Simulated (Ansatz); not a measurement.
# Field gradients at the nuclei of SnS2

```
CELL_PARAMETERS angstrom
3.70237 0.00000 0.00000
-1.85119 3.20635 0.00000
0.00000 0.00000 6.92521
ATOMIC_POSITIONS crystal
Sn 0.00000 0.00000 0.00000
S 0.33333 0.66667 0.21348
S 0.66667 0.33333 0.78652
```

Atoms are numbered in the order listed.

The cell was built from the CdI2 type and relaxed in the same program, and has space group P-3m1; it needn't be a known or the stable phase.

Levels of theory: DFT, PBE, all-electron PAW with datasets made for the crystal, scalar-relativistic (Ansatz 0.2.0); DFT, PBE, PAW with Ansatz's default frozen-core files, scalar-relativistic (Ansatz 0.2.0).

For the crystal-made all-electron datasets (AE datasets): a Γ-centred 12×12×7 k mesh, Fermi–Dirac smearing of 0.05 eV, cutoff 240 eV (chosen by the program for this cell), no spin polarisation. PAW takes a cutoff of 420 eV at this cell. The Ansatz runs share mesh, smearing and spin set-up.

No spin–orbit coupling: at heavy atoms the gradients can be off by tens of per cent for that reason.

Vzz is the principal value of largest size of the traceless field-gradient tensor, in 10²¹ V/m², and η = (Vxx − Vyy)/Vzz with |Vzz| ≥ |Vyy| ≥ |Vxx|.

(1) Give the field gradient at each independent site.

(2) Taking Q(S-33) = -0.0678 b, what quadrupole coupling constant follows at S2 from AE datasets?

(3) With Q(Sn-119, excited state) = -0.132 b and Eγ = 23.875 keV, what Mössbauer quadrupole splitting follows at Sn1 from AE datasets?

Results:

(1) 
```
site  site symmetry  Vzz (η), AE datasets      Vzz (η), PAW
 Sn1           -3m.       0.83 (η = 0.00)   0.80 (η = 0.00)
  S2            3m.      -5.19 (η = 0.00)  -5.20 (η = 0.00)
```

(2) Cq = eQVzz/h = 24.180 MHz × -0.0678 × (-5.19) = 8.51 MHz.

(3) ΔEQ = (eQVzz/2)(1 + η²/3)^½ c/Eγ = -0.07 mm/s.
